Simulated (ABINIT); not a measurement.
The system is HgTe (Coloradoite).

```
Hg Te
1.0
     0.00000    3.21450    3.21450
     3.21450    0.00000    3.21450
     3.21450    3.21450    0.00000
Hg Te
1 1
Cartesian
  0.0000 0.0000 0.0000
  4.8217 4.8217 4.8217
```

| Property | Result |
| --- | --- |
| Program | ABINIT 10.8.3 (patched build) |
| Task | relaxation of cell and atoms |
| Functional | PBE |
| Potentials or basis | SPMS NC PBE v1.0 |
| Cutoff | 707 eV |
| k mesh | 5 × 5 × 5 |
| Occupations | fermi-dirac, width 0.05 eV |
| Spin | no spin polarisation |

At the start: pressure 4.7 GPa; volume 33.22 Å³/atom.

Q: How do energy, volume and symmetry change on relaxing?

A: Over 5 steps the energy falls by 48.8 meV/atom and the volume is 36.90 Å³/atom (+11.1 %); space group F-43m (No. 216, to 0.05 Å).

Step by step:
| step | energy change (eV) | largest force (eV/Å) | pressure (GPa) | volume (Å³) |
| --- | --- | --- | --- | --- |
| 1 | 0.0000 | 0.0000 | 4.72 | 66.43 |
| 2 | -0.0259 | 0.0000 | 3.92 | 67.39 |
| 3 | -0.0959 | 0.0000 | 0.50 | 72.78 |
| 4 | -0.0975 | 0.0000 | 0.07 | 73.66 |
| 5 | -0.0975 | 0.0000 | 0.00 | 73.81 |

Final structure:
```
Hg Te
1.0
     0.00000    3.32935    3.32935
     3.32935    0.00000    3.32935
     3.32935    3.32935    0.00000
Hg Te
1 1
Direct
  0.00000 0.00000 0.00000
  0.75000 0.75000 0.75000
```

Caveat: the volume moved by +11 % from the deposited cell, more than functionals usually miss.
